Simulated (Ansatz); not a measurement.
Molecular dynamics of Si

Input:

```yaml
crystal:
  lattice:
    - [0.0, 5.688954, 5.688954]
    - [5.688954, 0.0, 5.688954]
    - [5.688954, 5.688954, 0.0]
  atoms:
    - { symbol: Si, position: [-0.03968931, 0.0066773, 0.01764678] }
    - { symbol: Si, position: [0.15084329, 0.15614687, 0.03965265] }
    - { symbol: Si, position: [0.00577383, 0.1224027, 0.41483874] }
    - { symbol: Si, position: [0.15891042, 0.09002872, 0.66415607] }
    - { symbol: Si, position: [-0.07498448, 0.45774955, 0.13401145] }
    - { symbol: Si, position: [0.13875618, 0.69674695, -0.03626215] }
    - { symbol: Si, position: [-0.01661445, 0.56533253, 0.37436498] }
    - { symbol: Si, position: [0.1461878, 0.48818669, 0.613863] }
    - { symbol: Si, position: [0.49343558, 0.00142945, 0.00871686] }
    - { symbol: Si, position: [0.51859157, 0.13177393, 0.21572174] }
    - { symbol: Si, position: [0.57461354, -0.07412385, 0.56455755] }
    - { symbol: Si, position: [0.68247704, 0.15281227, 0.6289281] }
    - { symbol: Si, position: [0.44877037, 0.51329963, 0.04392153] }
    - { symbol: Si, position: [0.57654544, 0.62462455, 0.19550107] }
    - { symbol: Si, position: [0.44084918, 0.50437849, 0.5440713] }
    - { symbol: Si, position: [0.5518158, 0.62363799, 0.66049362] }
basis:
  ecutwfc: 420.0
kpoints:
  mp_grid: { grid: [2, 2, 2] }
hamiltonian:
  xc: pbesol
scf:
  occupations: { method: fermi_dirac, width: 0.3 }
  lower_state_search: "off"
md:
  timestep: 1.5
  n_steps: 109
  ensemble: nvt_langevin
  temperature: 2800.0
  initial_velocities: maxwell_boltzmann
  seed: 355693
  friction: 0.02
  temperature_schedule:
    - { n_steps: 82, end_temperature: 300.0 }
    - { n_steps: 27, end_temperature: 300.0 }
```

Command:

```bash
$ ansatz run input.yaml --threads 1 --pin off --max-ram 3072MiB --backend cpu --events-out ev --progress --plain --runs-dir out
```

It goes on from the last frame of an earlier run, with new velocities.

Output, in part (one step line in 2):

```
md step     0: t =     0.00 fs  T =  2625.0 K (target 2800.0 K)  F+E_penalty+E_count = -9934.50030312 eV  E_kin = 5.428920 eV  (9 SCF iters)
md step     2: t =     3.00 fs  T =  2876.4 K (target 2754.3 K)  F+E_penalty+E_count = -9934.29047438 eV  E_kin = 5.948886 eV  (7 SCF iters)
md step     4: t =     6.00 fs  T =  2100.5 K (target 2693.3 K)  F+E_penalty+E_count = -9934.15428289 eV  E_kin = 4.344131 eV  (7 SCF iters)
md step     6: t =     9.00 fs  T =  1890.4 K (target 2632.3 K)  F+E_penalty+E_count = -9934.08295403 eV  E_kin = 3.909747 eV  (5 SCF iters)
md step     8: t =    12.00 fs  T =  1916.7 K (target 2571.3 K)  F+E_penalty+E_count = -9934.10542649 eV  E_kin = 3.964072 eV  (5 SCF iters)
md step    10: t =    15.00 fs  T =  2409.0 K (target 2510.4 K)  F+E_penalty+E_count = -9934.29738043 eV  E_kin = 4.982230 eV  (7 SCF iters)
md step    12: t =    18.00 fs  T =  2661.8 K (target 2449.4 K)  F+E_penalty+E_count = -9934.50952421 eV  E_kin = 5.505008 eV  (5 SCF iters)
md step    14: t =    21.00 fs  T =  2738.7 K (target 2388.4 K)  F+E_penalty+E_count = -9934.61434103 eV  E_kin = 5.664142 eV  (5 SCF iters)
md step    16: t =    24.00 fs  T =  2814.8 K (target 2327.4 K)  F+E_penalty+E_count = -9934.58327159 eV  E_kin = 5.821527 eV  (5 SCF iters)
md step    18: t =    27.00 fs  T =  2247.4 K (target 2266.5 K)  F+E_penalty+E_count = -9934.40480578 eV  E_kin = 4.647916 eV  (5 SCF iters)
md step    20: t =    30.00 fs  T =  2236.2 K (target 2205.5 K)  F+E_penalty+E_count = -9934.12799052 eV  E_kin = 4.624834 eV  (7 SCF iters)
md step    22: t =    33.00 fs  T =  1785.7 K (target 2144.5 K)  F+E_penalty+E_count = -9933.78288498 eV  E_kin = 3.693177 eV  (5 SCF iters)
md step    24: t =    36.00 fs  T =  2017.0 K (target 2083.5 K)  F+E_penalty+E_count = -9933.52067891 eV  E_kin = 4.171420 eV  (6 SCF iters)
md step    26: t =    39.00 fs  T =  2191.0 K (target 2022.6 K)  F+E_penalty+E_count = -9933.36332232 eV  E_kin = 4.531375 eV  (5 SCF iters)
md step    28: t =    42.00 fs  T =  2394.3 K (target 1961.6 K)  F+E_penalty+E_count = -9933.14760998 eV  E_kin = 4.951735 eV  (6 SCF iters)
md step    30: t =    45.00 fs  T =  2417.4 K (target 1900.6 K)  F+E_penalty+E_count = -9932.87487542 eV  E_kin = 4.999616 eV  (8 SCF iters)
md step    32: t =    48.00 fs  T =  2089.9 K (target 1839.6 K)  F+E_penalty+E_count = -9932.71486477 eV  E_kin = 4.322283 eV  (6 SCF iters)
md step    34: t =    51.00 fs  T =  1860.1 K (target 1778.7 K)  F+E_penalty+E_count = -9932.69497355 eV  E_kin = 3.846885 eV  (5 SCF iters)
md step    36: t =    54.00 fs  T =  2021.2 K (target 1717.7 K)  F+E_penalty+E_count = -9932.82809567 eV  E_kin = 4.180142 eV  (5 SCF iters)
md step    38: t =    57.00 fs  T =  1960.8 K (target 1656.7 K)  F+E_penalty+E_count = -9933.08798458 eV  E_kin = 4.055316 eV  (5 SCF iters)
md step    40: t =    60.00 fs  T =  1776.9 K (target 1595.7 K)  F+E_penalty+E_count = -9933.29127920 eV  E_kin = 3.674844 eV  (7 SCF iters)
md step    42: t =    63.00 fs  T =  1719.8 K (target 1534.8 K)  F+E_penalty+E_count = -9933.41932411 eV  E_kin = 3.556897 eV  (6 SCF iters)
md step    44: t =    66.00 fs  T =  1849.8 K (target 1473.8 K)  F+E_penalty+E_count = -9933.49410765 eV  E_kin = 3.825760 eV  (5 SCF iters)
md step    46: t =    69.00 fs  T =  1651.7 K (target 1412.8 K)  F+E_penalty+E_count = -9933.48253439 eV  E_kin = 3.415914 eV  (5 SCF iters)
md step    48: t =    72.00 fs  T =  1716.7 K (target 1351.8 K)  F+E_penalty+E_count = -9933.45240946 eV  E_kin = 3.550384 eV  (5 SCF iters)
md step    50: t =    75.00 fs  T =  1682.2 K (target 1290.9 K)  F+E_penalty+E_count = -9933.48782302 eV  E_kin = 3.479090 eV  (7 SCF iters)
md step    52: t =    78.00 fs  T =  1762.5 K (target 1229.9 K)  F+E_penalty+E_count = -9933.61359752 eV  E_kin = 3.645085 eV  (5 SCF iters)
md step    54: t =    81.00 fs  T =  2000.8 K (target 1168.9 K)  F+E_penalty+E_count = -9933.78177205 eV  E_kin = 4.137920 eV  (5 SCF iters)
md step    56: t =    84.00 fs  T =  2114.6 K (target 1107.9 K)  F+E_penalty+E_count = -9933.95626236 eV  E_kin = 4.373404 eV  (5 SCF iters)
md step    58: t =    87.00 fs  T =  2084.8 K (target 1047.0 K)  F+E_penalty+E_count = -9934.12679032 eV  E_kin = 4.311661 eV  (5 SCF iters)
md step    60: t =    90.00 fs  T =  2071.4 K (target 986.0 K)  F+E_penalty+E_count = -9934.25428954 eV  E_kin = 4.284079 eV  (6 SCF iters)
md step    62: t =    93.00 fs  T =  1821.4 K (target 925.0 K)  F+E_penalty+E_count = -9934.33050989 eV  E_kin = 3.766989 eV  (5 SCF iters)
md step    64: t =    96.00 fs  T =  1798.5 K (target 864.0 K)  F+E_penalty+E_count = -9934.32523710 eV  E_kin = 3.719511 eV  (5 SCF iters)
md step    66: t =    99.00 fs  T =  1433.2 K (target 803.0 K)  F+E_penalty+E_count = -9934.26136422 eV  E_kin = 2.963985 eV  (5 SCF iters)
md step    68: t =   102.00 fs  T =  1194.1 K (target 742.1 K)  F+E_penalty+E_count = -9934.17186017 eV  E_kin = 2.469640 eV  (5 SCF iters)
md step    70: t =   105.00 fs  T =  1214.5 K (target 681.1 K)  F+E_penalty+E_count = -9934.05624341 eV  E_kin = 2.511813 eV  (6 SCF iters)
md step    72: t =   108.00 fs  T =  1086.9 K (target 620.1 K)  F+E_penalty+E_count = -9933.94267680 eV  E_kin = 2.247935 eV  (5 SCF iters)
md step    74: t =   111.00 fs  T =  1014.6 K (target 559.1 K)  F+E_penalty+E_count = -9933.87958309 eV  E_kin = 2.098363 eV  (5 SCF iters)
md step    76: t =   114.00 fs  T =   971.2 K (target 498.2 K)  F+E_penalty+E_count = -9933.90067387 eV  E_kin = 2.008564 eV  (5 SCF iters)
md step    78: t =   117.00 fs  T =   988.7 K (target 437.2 K)  F+E_penalty+E_count = -9933.99405597 eV  E_kin = 2.044733 eV  (5 SCF iters)
md step    80: t =   120.00 fs  T =   949.5 K (target 376.2 K)  F+E_penalty+E_count = -9934.13304680 eV  E_kin = 1.963789 eV  (6 SCF iters)
md step    82: t =   123.00 fs  T =   935.4 K (target 315.2 K)  F+E_penalty+E_count = -9934.29272017 eV  E_kin = 1.934556 eV  (5 SCF iters)
md step    84: t =   126.00 fs  T =   911.9 K (target 300.0 K)  F+E_penalty+E_count = -9934.48616622 eV  E_kin = 1.885912 eV  (5 SCF iters)
md step    86: t =   129.00 fs  T =  1024.7 K (target 300.0 K)  F+E_penalty+E_count = -9934.69152403 eV  E_kin = 2.119332 eV  (4 SCF iters)
md step    88: t =   132.00 fs  T =  1041.5 K (target 300.0 K)  F+E_penalty+E_count = -9934.86611571 eV  E_kin = 2.154074 eV  (4 SCF iters)
md step    90: t =   135.00 fs  T =   975.9 K (target 300.0 K)  F+E_penalty+E_count = -9934.98435743 eV  E_kin = 2.018383 eV  (6 SCF iters)
md step    92: t =   138.00 fs  T =   945.9 K (target 300.0 K)  F+E_penalty+E_count = -9935.04916829 eV  E_kin = 1.956200 eV  (5 SCF iters)
md step    94: t =   141.00 fs  T =   908.0 K (target 300.0 K)  F+E_penalty+E_count = -9935.06576613 eV  E_kin = 1.877876 eV  (4 SCF iters)
md step    96: t =   144.00 fs  T =   821.5 K (target 300.0 K)  F+E_penalty+E_count = -9935.03378079 eV  E_kin = 1.699008 eV  (5 SCF iters)
md step    98: t =   147.00 fs  T =   738.4 K (target 300.0 K)  F+E_penalty+E_count = -9934.96778971 eV  E_kin = 1.527090 eV  (4 SCF iters)
md step   100: t =   150.00 fs  T =   648.1 K (target 300.0 K)  F+E_penalty+E_count = -9934.88503550 eV  E_kin = 1.340456 eV  (6 SCF iters)
md step   102: t =   153.00 fs  T =   661.0 K (target 300.0 K)  F+E_penalty+E_count = -9934.83817630 eV  E_kin = 1.367062 eV  (4 SCF iters)
md step   104: t =   156.00 fs  T =   557.6 K (target 300.0 K)  F+E_penalty+E_count = -9934.80610023 eV  E_kin = 1.153127 eV  (5 SCF iters)
md step   106: t =   159.00 fs  T =   558.5 K (target 300.0 K)  F+E_penalty+E_count = -9934.82167649 eV  E_kin = 1.155042 eV  (4 SCF iters)
md step   108: t =   162.00 fs  T =   555.8 K (target 300.0 K)  F+E_penalty+E_count = -9934.87786240 eV  E_kin = 1.149496 eV  (4 SCF iters)
md step   109: t =   163.50 fs  T =   544.6 K (target 300.0 K)  F+E_penalty+E_count = -9934.92283455 eV  E_kin = 1.126338 eV  (6 SCF iters)
```

All steps were run. The schedule's set-point averaged 510 K over the second half and the system 1122 K, so it lags behind the ramp. A run of 0.16 ps of so small a system gives no equilibrium averages. Limits of this set-up: coarse k mesh.

Mean squared displacements from the first frame to the last, about the centre of mass: Si 0.46 Å².

Last frame:

```xyz
16
Lattice="0.0000 5.6890 5.6890 5.6890 0.0000 5.6890 5.6890 5.6890 0.0000" Properties=species:S:1:pos:R:3
Si -0.064 0.161 -0.550
Si 0.698 1.021 1.429
Si 3.552 2.688 2.004
Si 4.775 4.816 1.661
Si 2.761 0.153 2.246
Si 3.216 0.774 5.236
Si 5.293 1.639 3.090
Si 6.412 4.818 3.294
Si 0.120 3.026 2.765
Si 1.629 4.113 4.247
Si 2.963 5.636 2.810
Si 4.856 6.969 4.339
Si 2.804 3.012 5.943
Si 4.612 4.520 7.227
Si 6.524 5.769 5.760
Si 7.090 7.517 7.323
```

The run took 11 min on 1 thread of Arm Neoverse V2, on a shared host, peak memory 0.71 GiB.
